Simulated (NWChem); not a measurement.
GaP:

```
Ga P
1.0
     0.00000    2.72525    2.72525
     2.72525    0.00000    2.72525
     2.72525    2.72525    0.00000
Ga P
1 1
Direct
  0.00000 0.00000 0.00000
  0.75000 0.75000 0.75000
```

```yaml
Program: NWChem 7.3.0
Task: single point
Functional: PBE
Potentials_or_basis: NWChem's default library (pspw_default)
Cutoff: 544 eV
Density_cutoff: 1088 eV
k_mesh: 8 × 8 × 8
Occupations: fermi-dirac, width 0.05 eV
Spin: no spin polarisation
```

On this cell: pressure 1.9 GPa; largest force zero by symmetry.

The same run follows on a disturbed copy (atoms moved at random, drawn with an rms of 0.05 Å):

```xyz
2
Lattice="0.0000 2.7252 2.7252 2.7252 0.0000 2.7252 2.7252 2.7252 0.0000" Properties=species:S:1:pos:R:3 pbc="T T T"
Ga    0.0046    0.0437   -0.0466
P    -1.3628   -1.3614   -1.3769
```

Question: What changes?

Answer: The energy moves by +6.9 meV/atom; pressure 2.0 GPa; largest force 0.521 eV/Å.

Forces in eV/Å, atoms in the order of the input:
```
Ga  -0.084 -0.408  0.314
P    0.084  0.408 -0.314
```

Stress tensor (GPa, compression positive):
```
 2.02  0.82 -1.07
 0.82  1.97 -0.23
-1.07 -0.23  1.99
```

Caveats: potentials of this library can shift pressures by several GPa and gaps by up to half an eV, enough to turn an indirect gap into a direct one.
